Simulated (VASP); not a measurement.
All values below come from PBE GGA, VASP's PBE PAW potentials (set 64) (plane waves; VASP).

Gaps are without spin-orbit coupling.

Q: Order these relaxed crystals by band gap, smallest first: BaF2, Fm-3m (225); CsCl, Pm-3m (221); LiF, Fm-3m (225); CdTe, F-43m (216).

A: CdTe, F-43m (216) (0.59 eV), CsCl, Pm-3m (221) (4.99 eV), BaF2, Fm-3m (225) (6.57 eV), LiF, Fm-3m (225) (8.91 eV)
